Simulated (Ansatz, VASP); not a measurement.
**Ge2N in VASP and in Ansatz**

File INCAR:

```
SYSTEM = Ge2N
PREC = Accurate
ENCUT = 520
EDIFF = 1E-6
ISMEAR = 0
SIGMA = 0.1
LREAL = .False.
LASPH = .True.
NELM = 100
ALGO = Normal
ISIF = 2
LWAVE = .False.
LCHARG = .False.
GGA = PE
NBANDS = 42
```

File KPOINTS:

```
regular mesh
0
Gamma
  6 6 6
  0 0 0
```

File POSCAR:

```
Ge2N
1.0
   -2.0676654209      2.0676654209      5.1972969127
    2.0676654209     -2.0676654209      5.1972969127
    2.0676654209      2.0676654209     -5.1972969127
Ge N
4 2
Direct
    0.2066000000      0.2066000000      0.0000000000
    0.9566000000      0.4566000000      0.5000000000
    0.5434000000      0.0434000000      0.5000000000
    0.7934000000      0.7934000000      0.0000000000
    0.0000000000      0.0000000000      0.0000000000
    0.7500000000      0.2500000000      0.5000000000
```

Input for Ansatz:

```yaml
crystal:
  lattice:
    - [-2.0676654209, 2.0676654209, 5.1972969127]
    - [2.0676654209, -2.0676654209, 5.1972969127]
    - [2.0676654209, 2.0676654209, -5.1972969127]
  atoms:
    - { symbol: Ge, position: [0.2066, 0.2066, 0.0] }
    - { symbol: Ge, position: [0.9566, 0.4566, 0.5] }
    - { symbol: Ge, position: [0.5434, 0.0434, 0.5] }
    - { symbol: Ge, position: [0.7934, 0.7934, 0.0] }
    - { symbol: "N", position: [0.0, 0.0, 0.0] }
    - { symbol: "N", position: [0.75, 0.25, 0.5] }
basis:
  ecutwfc: 420
kpoints:
  mp_grid: { grid: [6, 6, 6] }
hamiltonian:
  xc: pbe
scf:
  occupations: { method: gaussian, width: 0.1 }
  lower_state_search: "off"
output:
  forces: true
  stress: true
  eigenvalues: true
```

Alike in both runs: task single point; functional PBE; k mesh 6 × 6 × 6; occupations gaussian, width 0.1 eV; no spin polarisation.

```csv
,VASP,Ansatz
version,VASP 6.6.1,Ansatz 0.2.0
potentials or method,"VASP PAW PBE potentials, release 64 (Ge_d, N)","scalar-relativistic, plane waves, PAW"
plane-wave cutoff (eV),520,420
valence electrons in the cell,66,66
```

Ansatz gave:

| Item | Value |
| --- | --- |
| gap on the k mesh at the Fermi level (eV) | none |
| pressure (GPa) | 22.2 |
| largest component of the traceless stress (GPa) | 5.59 |
| rms of the force components (eV/Å) | 0.830 |

Problem. Which values does VASP return?

Solution. gap on the k mesh at the Fermi level (eV): none; pressure (GPa): 22.3; largest component of the traceless stress (GPa): 5.52; rms of the force components (eV/Å): 0.836.

Atom by atom the forces differ by 0.005 eV/Å (rms over components). A gap of «none» marks a metal or a gap that the smearing closes.

Caveats: so large a pressure means that the cell lies far from this level's equilibrium, or that cutoff or potentials fall short (VASP); forces of over 1 eV/Å show positions far from the minimum, so gaps and moduli don't describe the material at rest.
